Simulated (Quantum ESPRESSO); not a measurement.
# Sb (P2_1/m) in Quantum ESPRESSO: a series of runs, part 2 of 2

Quantum ESPRESSO 7.5.

## (3) Relaxation of cell and atoms, PBEsol, target pressure 20 GPa, at which the enthalpy is minimised

pw.in reads:

```
&CONTROL
  calculation = 'vc-relax'
  prefix = 'pwscf'
  outdir = './tmp'
  pseudo_dir = './pseudo'
  tprnfor = .true.
  tstress = .true.
  disk_io = 'low'
  nstep = 40
  forc_conv_thr = 0.0004
  etot_conv_thr = 1d-05
/
&SYSTEM
  ibrav = 0
  celldm(1) = 8
  nat = 2
  ntyp = 1
  ecutwfc = 52
  ecutrho = 414
  nbnd = 22
  occupations = 'smearing'
  smearing = 'fd'
  degauss = 0.00367493
/
&ELECTRONS
  conv_thr = 4d-10
  electron_maxstep = 120
  mixing_beta = 0.5
/
&IONS
  ion_dynamics = 'bfgs'
/
&CELL
  cell_dynamics = 'bfgs'
  press = 200
  press_conv_thr = 0.3
/
ATOMIC_SPECIES
Sb   121.7600 sb_pbesol_v1.4.uspp.F.UPF
CELL_PARAMETERS alat
  0.7375605788730   0.0000000000000   0.0000000000000
  0.0000000000000   1.0269522927351   0.0000000000000
 -0.0091923365175   0.0000000000000   1.0407317032043
ATOMIC_POSITIONS crystal
Sb     0.0113890000    0.2500000000    0.2411660000
Sb     0.9886110000    0.7500000000    0.7588340000
K_POINTS automatic
8 5 5 0 0 0
```

Potentials or basis: GBRV 1.5 PBEsol.

Run with:

```sh
$ OMP_NUM_THREADS=1 mpirun -n 2 pw.x -nk 2 -in pw.in > pw.out
```

pw.out:

```text
This program is part of the open-source Quantum ESPRESSO suite
     for quantum simulation of materials; please cite
         "P. Giannozzi et al., J. Phys.:Condens. Matter 21 395502 (2009);
         "P. Giannozzi et al., J. Phys.:Condens. Matter 29 465901 (2017);
         "P. Giannozzi et al., J. Chem. Phys. 152 154105 (2020);
     in publications or presentations arising from this work. More details at

     Message from routine setup:
     using ibrav=0 with symmetry is DISCOURAGED, use correct ibrav instead

     K-points division:     npool     =       2
     Subspace diagonalization in iterative solution of the eigenvalue problem:
     a serial algorithm will be used

     G-vector sticks info
     --------------------
     sticks:   dense  smooth     PW     G-vecs:    dense   smooth      PW
     Sum        1599     807    243                57395    20457    3379

     Using Slab Decomposition

     bravais-lattice index     =            0
     lattice parameter (alat)  =       8.0000  a.u.
     unit-cell volume          =     403.6052 (a.u.)^3
     number of atoms/cell      =            2
     number of atomic types    =            1
     number of electrons       =        30.00
     number of Kohn-Sham states=           22
     kinetic-energy cutoff     =      52.0000  Ry
     charge density cutoff     =     414.0000  Ry
     scf convergence threshold =      4.0E-10
     mixing beta               =       0.5000
     number of iterations used =            8  plain     mixing
     energy convergence thresh.=      1.0E-05
     force convergence thresh. =      4.0E-04
     press convergence thresh. =      3.0E-01
     Exchange-correlation= SLA  PW   PSX  PSC
                           (   1   4  10   8   0   0   0)
     nstep                     =           40

     celldm(1)=   8.000000  celldm(2)=   0.000000  celldm(3)=   0.000000
     celldm(4)=   0.000000  celldm(5)=   0.000000  celldm(6)=   0.000000

     crystal axes: (cart. coord. in units of alat)
               a(1) = (   0.737561   0.000000   0.000000 )
               a(2) = (   0.000000   1.026952   0.000000 )
               a(3) = (  -0.009192   0.000000   1.040732 )

     reciprocal axes: (cart. coord. in units 2 pi/alat)
               b(1) = (  1.355821 -0.000000  0.011975 )
               b(2) = (  0.000000  0.973755 -0.000000 )
               b(3) = (  0.000000  0.000000  0.960862 )

     PseudoPot. # 1 for Sb read from file:
     sb_pbesol_v1.4.uspp.F.UPF
     Pseudo is Ultrasoft + core correction, Zval = 15.0
[... 558 lines left out ...]

     Total force =     0.002203     Total SCF correction =     0.000006

     Computing stress (Cartesian axis) and pressure

          total   stress  (Ry/bohr**3)                   (kbar)     P=      -23.65
  -0.00022291   0.00000000   0.00000576          -32.79        0.00        0.85
   0.00000000  -0.00012402   0.00000000            0.00      -18.24        0.00
   0.00000576   0.00000000  -0.00013541            0.85        0.00      -19.92

     BFGS Geometry Optimization
     Energy error            =      7.9E-02 Ry
     Gradient error          =      1.5E-03 Ry/Bohr
     Cell gradient error     =      2.3E+02 kbar

     number of scf cycles    =   1
     number of bfgs steps    =   0

     enthalpy           new  =    -368.6488485929 Ry

     new trust radius        =       0.1589610879 bohr
     new conv_thr            =       0.0000000004 Ry

     new unit-cell volume =    359.30985 a.u.^3 (    53.24423 Ang^3 )
     density =      7.59471 g/cm^3

CELL_PARAMETERS (alat=  8.00000000)
   0.708381116   0.000000000   0.000106271
   0.000000000   0.988862858   0.000000000
  -0.008678715   0.000000000   1.001833512

ATOMIC_POSITIONS (crystal)
Sb               0.0111322462        0.2500000000        0.2412081372
Sb               0.9888677538        0.7500000000        0.7587918628

     NEW-OLD atomic charge density approx. for the potential
     New effective cutoffs (rho, wfc):  448.48   56.35

     Self-consistent Calculation

     iteration #  1     ecut=    52.00 Ry     beta= 0.50
     Davidson diagonalization with overlap
     ethr =  1.00E-06,  avg # of iterations =  7.0

     total energy              =    -369.19356317 Ry
     estimated scf accuracy    <       0.00003481 Ry

[... 109 further cycles ...]
     iteration #  1     ecut=    52.00 Ry     beta= 0.50
     Davidson diagonalization with overlap
     c_bands:  1 eigenvalues not converged
     c_bands:  1 eigenvalues not converged
     c_bands:  1 eigenvalues not converged
     c_bands:  1 eigenvalues not converged
     c_bands:  1 eigenvalues not converged
     ethr =  1.00E-06,  avg # of iterations = 15.9
[... 60 lines left out ...]
     iteration # 10     ecut=    52.00 Ry     beta= 0.50
     Davidson diagonalization with overlap
     ethr =  1.00E-13,  avg # of iterations =  2.0

     End of self-consistent calculation

          k = 0.0000 0.0000 0.0000 (  2013 PWs)   bands (ev):

   -15.4191 -15.4028 -15.2605 -15.2437 -15.1069 -15.0991 -15.0252 -15.0183
   -15.0129 -14.8774  -0.3361   6.8328   9.1064   9.9154  15.4500  18.0258
    18.0542  18.4814  21.8180  21.8770  23.4898  24.0319
[... 369 lines left out ...]
   -15.2551 -15.2523 -15.2388 -15.2087 -15.1176 -15.1085 -15.1072 -15.0880
   -14.9109 -14.8838   5.9851   7.0343   9.0435   9.2013  10.2190  10.8622
    15.6435  16.2619  21.8533  23.1341  26.1295  26.8770

     the Fermi energy is    14.1163 ev

!    total energy              =    -369.15745521 Ry
     estimated scf accuracy    <          3.2E-12 Ry
     smearing contrib. (-TS)   =      -0.00035535 Ry
     internal energy E=F+TS    =    -369.15709986 Ry

     The total energy is F=E-TS. E is the sum of the following terms:
     one-electron contribution =    -132.40655799 Ry
     hartree contribution      =      87.22338861 Ry
     xc contribution           =     -87.48920184 Ry
     ewald contribution        =    -236.48472864 Ry

     convergence has been achieved in  10 iterations

     Forces acting on atoms (cartesian axes, Ry/au):

     atom    1 type  1   force =    -0.00008595    0.00000000   -0.00001409
     atom    2 type  1   force =     0.00008595    0.00000000    0.00001409

     Total force =     0.000123     Total SCF correction =     0.000000

     Computing stress (Cartesian axis) and pressure

          total   stress  (Ry/bohr**3)                   (kbar)     P=      199.95
   0.00135936   0.00000000   0.00000088          199.97        0.00        0.13
   0.00000000   0.00136087   0.00000000            0.00      200.19        0.00
   0.00000088   0.00000000   0.00135753            0.13        0.00      199.70

=------------------------------------------------------------------------------=
   JOB DONE.
=------------------------------------------------------------------------------=
```

Run time: 6.6 min. Hardware: 2 MPI ranks of Arm Neoverse V2, shared host; peak memory 0.36 GiB.

What came out:

```yaml
Free_energy: -5022.6430 eV
Relaxed_volume: 23.37 Å³/atom
Relaxed_cell: a = 2.860 Å, b = 3.935 Å, c = 4.174 Å, α = 90.00°, β = 95.68°, γ = 90.00°
Space_group_after_relaxing_to_0.05_Å: P2_1/m (No. 11)
Energy_change_on_relaxing_the_enthalpy_is_what_falls: +271.8 meV/atom
Ionic_steps: 19
Pressure_after_relaxing: 20.0 GPa
Band_gap_on_the_k_mesh: none (metal or under the smearing width)
```

Forces in eV/Å, atoms in the order of the input:
```
Sb  -0.002  0.000  0.000
Sb   0.002  0.000  0.000
```

Step by step:
| step | energy change (eV) | largest force (eV/Å) | pressure (GPa) | volume (Å³) |
| --- | --- | --- | --- | --- |
| 1 | 0.0000 | 0.0401 | -2.37 | 59.81 |
| 2 | 0.0545 | 0.1882 | 5.95 | 53.24 |
| 3 | 0.8481 | 0.4457 | 27.04 | 44.89 |
| 4 | 0.4997 | 0.2552 | 19.52 | 47.27 |
| 5 | 0.5167 | 0.2075 | 19.90 | 47.12 |
| 6 | 0.5250 | 0.1314 | 20.07 | 47.03 |
| 7 | 0.5298 | 0.0190 | 20.15 | 46.98 |
| 8 | 0.5267 | 0.0248 | 20.07 | 47.00 |
| 9 | 0.5204 | 0.0668 | 19.92 | 47.05 |
| 10 | 0.5137 | 0.1111 | 19.75 | 47.09 |
| 11 | 0.5066 | 0.1546 | 19.54 | 47.14 |
| 12 | 0.5002 | 0.1794 | 19.26 | 47.17 |
| 13 | 0.4970 | 0.2100 | 18.88 | 47.18 |
| 14 | 0.4997 | 0.1619 | 18.84 | 47.13 |
| 15 | 0.5253 | 0.0101 | 19.46 | 46.90 |
| 16 | 0.5381 | 0.0167 | 19.83 | 46.79 |
| 17 | 0.5445 | 0.0090 | 20.02 | 46.74 |
| 18 | 0.5455 | 0.0034 | 20.06 | 46.73 |
| 19 | 0.5437 | 0.0023 | 20.02 | 46.75 |

Final structure:
```yaml
crystal:
  lattice:
    - [2.85733, 0.00000, -0.13305]
    - [0.00000, 3.93512, 0.00000]
    - [-0.21911, 0.00000, 4.16777]
  atoms:
    - { symbol: Sb, position: [0.00533, 0.25000, 0.25019] }
    - { symbol: Sb, position: [0.99467, 0.75000, 0.74981] }
```

Caveat: the volume moved by over 15 % at a fixed basis, so the end points are rough. Spin-orbit coupling is left out, which matters for the levels of Sb.

## (4) The reference run

An earlier run on the cell as given: functional PBEsol; potentials or basis GBRV 1.5 PBEsol; cutoff 612 eV; density cutoff 4898 eV; k mesh 9 × 6 × 6; occupations fermi-dirac, width 0.05 eV; no spin polarisation.

- Pressure: -2.4 GPa
- Largest force: 0.047 eV/Å
- Band gap on the k mesh: none (metal or under the smearing width)

## (5) Overview

| task | cell | k mesh | cutoff (eV) | most ionic steps | forc conv thr | etot conv thr | ion dynamics | cell dynamics | gap on the mesh (eV) | pressure (GPa) |
| --- | --- | --- | --- | --- | --- | --- | --- | --- | --- | --- |
| relaxation of cell and atoms | relaxed to 10 GPa | 8 × 5 × 5 | 707 | 40 | 0.0004 Ry/bohr | 1e-05 Ry | bfgs | bfgs | none | 10.0 |
| relaxation of cell and atoms | relaxed to 20 GPa | 8 × 5 × 5 | 707 | 40 | 0.0004 Ry/bohr | 1e-05 Ry | bfgs | bfgs | none | 20.0 |
| single point | as given | 9 × 6 × 6 | 612 | - | - | - | - | - | none | -2.4 |

Alike in all rows: level PBEsol; potentials or basis GBRV 1.5 PBEsol; no spin polarisation; smearing fermi-dirac 0.05 eV.

Caveats: the volume moved by over 15 % at a fixed basis, so the end points are rough (some runs).

Total energies depend on the potentials used, so only differences within one code and one set of settings carry meaning.
